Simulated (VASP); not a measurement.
Here is a VASP 6.6.1 calculation.

File INCAR:

```
SYSTEM = Zr
PREC = Accurate
ENCUT = 520
EDIFF = 1E-7
ISMEAR = 0
SIGMA = 0.1
LREAL = .FALSE.
LASPH = .TRUE.
NELM = 100
ALGO = Fast
ISIF = 2
LWAVE = .FALSE.
LCHARG = .FALSE.
GGA = PE
NBANDS = 45
```

Contents of KPOINTS:

```
regular mesh
0
G
  6 6 6
  0 0 0
```

Contents of POSCAR:

```
Zr
1.0
    6.3182784822      3.6478597825      1.0727666332
   -6.3182784822      3.6478597825      1.0727666332
    0.0000000000     -7.2957195651      1.0727666332
Zr
6
Direct
    0.4945299199      0.2264801834      0.0790200783
    0.0790200783      0.4945299199      0.2264801834
    0.2264801834      0.0790200783      0.4945299199
    0.5054700801      0.7735198166      0.9209799217
    0.9209799217      0.5054700801      0.7735198166
    0.7735198166      0.9209799217      0.5054700801
```

Potentials or basis: VASP PAW PBE potentials, release 64 (Zr_sv).

Command:

```console
$ cat potpaw_PBE.64/Zr_sv/POTCAR > POTCAR
$ mpirun -np 1 vasp_std > vasp.out
```

Q: Estimate the band gap on the k mesh.

A: None (metal or under the smearing width).

Q: Predict the pressure.

A: 0.1 GPa.

Q: What does it give for the largest force?

A: 0.028 eV/Å.

Stress tensor (GPa, compression positive):
```
0.19 0.00 0.00
0.00 0.19 0.00
0.00 0.00 0.02
```
